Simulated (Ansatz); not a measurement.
**GaN: random displacements**

The calculation used DFT PBE, scalar-relativistic, plane waves, PAW (Ansatz 0.2.0). Settings: plane waves to 420 eV, k-mesh 12×12×6 (Γ-centred), Gaussian smearing 0.05 eV. No spin polarisation. Energies are free energies at this smearing, counted from the undisturbed cell; pressure is positive in compression.

Reference structure (relaxed at this level):

```
CELL_PARAMETERS angstrom
3.21843 0.00000 0.00000
-1.60921 2.78724 0.00000
0.00000 0.00000 5.24303
ATOMIC_POSITIONS crystal
Ga 0.33333 0.66667 0.99913
Ga 0.66667 0.33333 0.49913
N 0.33333 0.66667 0.37587
N 0.66667 0.33333 0.87587
```

The atoms are displaced (Å, in the unstrained cell):

```
atom ux uy uz
 Ga1  -0.004   0.000  -0.008
 Ga2  -0.020   0.019  -0.024
  N3  -0.023  -0.011   0.013
  N4   0.046  -0.009   0.020
```

Strain (Voigt, engineering shear): (-0.0013, 0.0119, -0.0040, 0.0066, -0.0207, -0.0033).

Problem. What are the energy change, the stress and the forces?

Solution. ΔE = 13.7 meV/atom; stress (xx, yy, zz, yz, xz, xy; compression positive) (1.74, -3.19, -0.58, -0.96, 2.79, 2.07) GPa; gap on the mesh 1.61 eV.
| atom | Fx (eV/Å) | Fy | Fz |
| --- | --- | --- | --- |
| Ga1 | 0.64 | 0.05 | 0.10 |
| Ga2 | 0.13 | -0.46 | 0.46 |
| N3 | 0.02 | 0.46 | -0.20 |
| N4 | -0.79 | -0.05 | -0.37 |

Cost: 1 run of about 0.2 core-minutes, on AMD EPYC 9R45 (Zen 5) (shared hosts).